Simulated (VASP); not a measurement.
Te, 3 atoms in the cell. Symmetry: P3_121, No. 152, trigonal system. Conventional cell: a = 4.454 Å, b = 4.454 Å, c = 5.924 Å, α = 90.00°, β = 90.00°, γ = 120.00°. Around Te (site symmetry 2) lie 2 Te at 2.86 Å. 

| Property | Result |
| --- | --- |
| Program | VASP 6.6.1 |
| Task | relaxation of cell and atoms |
| Functional | rev-vdW-DF2 |
| Potentials or basis | VASP PAW PBE potentials, release 64 (Te) |
| Cutoff | 600 eV |
| k mesh | 9 × 9 × 6 |
| Occupations | gaussian, width 0.03 eV |
| Spin | no spin polarisation |
| Further INCAR settings | ALGO = Normal; EDIFF = 1e-06; IBRION = 2; EDIFFG = -0.01; NSW = 90; ISIF = 3 |

Potentials or basis: VASP PAW PBE potentials, release 64 (Te).

Run with:

```console
$ cat potpaw_PBE.64/Te/POTCAR > POTCAR
$ mpirun -np 1 vasp_std > vasp.out
```

Hardware: 1 thread of Intel(R) Xeon(R) 6975P-C (Granite Rapids) (shared host).

Question: Estimate the wall time of this run.

Answer: Wall time 13 min on 1 thread of Intel(R) Xeon(R) 6975P-C (Granite Rapids) (shared host), peak memory 0.62 GiB. Counts: scf iterations 65, k points 62, ion steps 9.
